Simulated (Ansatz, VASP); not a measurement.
## Two plane-wave programs on MgS

```
Mg S
1.0
     0.00000    2.47002    2.47002
     2.47002    0.00000    2.47002
     2.47002    2.47002    0.00000
Mg S
1 1
Direct
  0.00000 0.00000 0.00000
  0.50000 0.50000 0.50000
```

Alike in both runs: functional PBEsol; k mesh 8 × 8 × 8; no spin polarisation.

Ansatz relaxed the structure, and its values are those at the end. VASP's run is a single point on that final structure, the one shown.

|  | VASP | Ansatz |
| --- | --- | --- |
| version | VASP 6.6.1 | Ansatz 0.2.0 |
| potentials or method | VASP PAW PBE potentials, release 64 (Mg, S) | PAW with Ansatz's default frozen-core files, scalar-relativistic |
| plane-wave cutoff (eV) | 520 | 420 |
| occupations | gaussian, width 0.01 eV | fixed |
| valence electrons in the cell | 8 | 16 |

Ansatz gave:

| Property | Result |
| --- | --- |
| pressure (GPa) | 15.0 |

Task: What did VASP give for the same quantities?

Result: Pressure (GPa): 14.9.

The two sets of potentials don't hold the same shells in valence.

Caveats: the PAW data sets were made with another functional, which shifts forces and pressure a little (VASP). A k mesh can miss the band edges.
